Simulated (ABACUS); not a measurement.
# BaTiO3 under changes of volume

One of the cells (12.856 Å³/atom); the others are scaled copies at fixed shape and fractional positions:

```
CELL_PARAMETERS angstrom
3.99980 0.00000 0.00000
0.00000 3.99980 0.00000
0.00000 0.00000 4.01800
ATOMIC_POSITIONS crystal
Ba 0.00000 0.00000 0.00000
Ti 0.50000 0.50000 0.49000
O 0.00000 0.50000 0.51700
O 0.50000 0.00000 0.51700
O 0.50000 0.50000 0.01900
```

```yaml
Program: ABACUS 3.10.1
Functional: r2SCAN
Potentials_or_basis: SG15 ONCV 1.2 PBE
Cutoff: 1320 eV
Density_cutoff: 5279 eV
Basis: plane waves
k_mesh: 4 × 4 × 4
Occupations: fermi-dirac, width 0.05 eV
Spin: no spin polarisation
```

| volume (Å³/atom) | energy over the lowest point (meV/atom) | pressure (GPa) | gap on the mesh (eV) | largest force (eV/Å) |
| --- | --- | --- | --- | --- |
| 12.085 | 22.69 | 11.3 | 2.45 | 0.145 |
| 12.342 | ? | ? | ? | ? |
| 12.599 | 1.01 | 2.5 | 2.34 | 0.211 |
| 12.856 | 0.00 | -1.2 | 2.29 | 0.343 |
| 13.113 | 4.64 | -4.6 | 2.24 | 0.467 |
| 13.371 | 13.33 | -7.5 | 2.19 | 0.622 |
| 13.628 | 27.52 | -10.2 | 2.14 | 0.731 |

What does the run at 12.342 Å³/atom give?

Energy over the lowest point 8.33 meV/atom; pressure 6.6 GPa; gap on the mesh 2.40 eV; largest force 0.110 eV/Å.

Worked out: A Birch-Murnaghan fit of order 3 (a polynomial in V^(-2/3)) to the other rows has its minimum at 12.78 Å³/atom with B0 = V·E''(V) = 177 GPa and B' = 4.6 at fixed shape and positions, which overstates the stiffness. It gives 8.44 meV/atom at 12.342 Å³/atom, against the run's 8.33, and -dE/dV = 6.6 GPa, against 6.6. A straight line through the other rows of the gap, of slope -2.57 eV per unit of ln V, gives 2.39 eV, against the run's 2.40.

Energies are extrapolated to zero smearing.

Caveats: the potentials were made for another functional, which shifts forces and pressure; spin-orbit coupling is left out, which moves the levels of the heavy elements.

A mesh can miss the band edges.
